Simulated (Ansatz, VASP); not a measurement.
# C: VASP beside Ansatz

```
CELL_PARAMETERS angstrom
0.00000 1.78582 1.78582
1.78582 0.00000 1.78582
1.78582 1.78582 0.00000
ATOMIC_POSITIONS crystal
C 0.00000 0.00000 0.00000
C 0.25000 0.25000 0.25000
```

Alike in both runs: functional PBE; k mesh 12 × 12 × 12; occupations gaussian, width 0.02 eV; no spin polarisation.

Ansatz relaxed the structure, and its values are those at the end. VASP's run is a single point on that final structure, the one shown.

```csv
,VASP,Ansatz
version,VASP 6.6.1,Ansatz 0.2.0
potentials or method,"VASP PAW PBE potentials, release 64 (C)","scalar-relativistic, plane waves, PAW"
plane-wave cutoff (eV),520,420
valence electrons in the cell,8,8
```

```csv
,VASP,Ansatz,Ansatz less VASP
gap on the k mesh at the Fermi level (eV),4.14,4.15,+0.007
least direct gap on the mesh (eV),5.58,5.58,+0.004
pressure (GPa),0.6,0.0,-0.66
```

The functional is the same, so the differences come from potentials, cutoffs and numerics.
